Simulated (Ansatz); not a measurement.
**NaCl, explained**

Level of theory: DFT, PBE, scalar-relativistic, no spin polarisation; plane waves to 420 eV with PAW datasets (Ansatz 0.2.0), Γ-centred 12×12×12 mesh, 0.05 eV Gaussian smearing. The datasets are Ansatz's generated set soft_2.

The chain of runs began from a cell as deposited in COD, expanded in volume.

The relaxed structure (symmetry read at 0.01 Å). It takes space group Pm-3m (No. 221, cubic). The conventional cell has a = 3.508 Å, b = 3.508 Å, c = 3.508 Å, α = 90.00°, β = 90.00°, γ = 90.00°. Na (site symmetry m-3m) is surrounded by 8 Cl at 3.04 Å. Cl (site symmetry m-3m) is surrounded by 8 Na at 3.04 Å. (Shells end 15 % past the nearest neighbour.)

Should it be a metal or an insulator?

Formal charges Na⁺, Cl⁻ balance and leave closed shells on every ion, so a band insulator is expected, and the gap is 3.96 eV.

What kind of gap is it?

It is indirect: 3.96 eV, against 4.45 eV for the smallest direct gap. Within 0.6 eV of the edges the projected states are 100 % Cl 3p at the top of the valence band and 73 % Na 3s at the bottom of the conduction band. The lowest excitation takes an electron from Cl back to Na, as in ionic insulators.

What fixes the bond lengths?

Shannon's ionic radii give a check on the bond lengths: Na⁺ with 8 neighbours 1.18 Å + Cl⁻ 1.81 Å (six-fold value) = 2.99 Å against a computed mean of 3.04 Å. Sums and bonds agree within 3 %, so ion sizes set the bond lengths.

How ionic is it?

Bader charges against formal ones: Na +0.88 (+1), Cl −0.88 (−1). The cations give up 88 % of the formal charge; Bader charges stay under formal ones because the anions' density reaches into the cations' basins, though a share this high marks a strongly ionic bond.

How stiff is it, in energy terms?

B0·V0 = 25.7 GPa × 21.56 Å³ = 3.46 eV/atom sets the scale: near the minimum ΔE ≈ ½ B0 V0 x², with x = V/V0 − 1, and a pressure of 0.26 GPa squeezes the volume by about 1 %. At the ends of the curve: x = −3.9 % predicts 2.7 meV/atom and the run gives 2.9; x = +4.1 % predicts 2.9 meV/atom and the run gives 2.7. The lopsidedness is anharmonic: atoms resist being pushed together more than being pulled apart.

All results together:

* Volume: 21.58 Å³/atom
* Band gap: 3.96 eV
* Smallest direct gap: 4.45 eV
* Bader charges: Na 0.88; Cl -0.88 e
* Formation energy from the elements (0 K, uncorrected): -1.69 eV/atom
* Bulk modulus (Birch–Murnaghan): 26 GPa
* Pressure derivative B0′: 4.6

Kohn–Sham gaps of semilocal functionals lie under measured ones, often by a third or more.
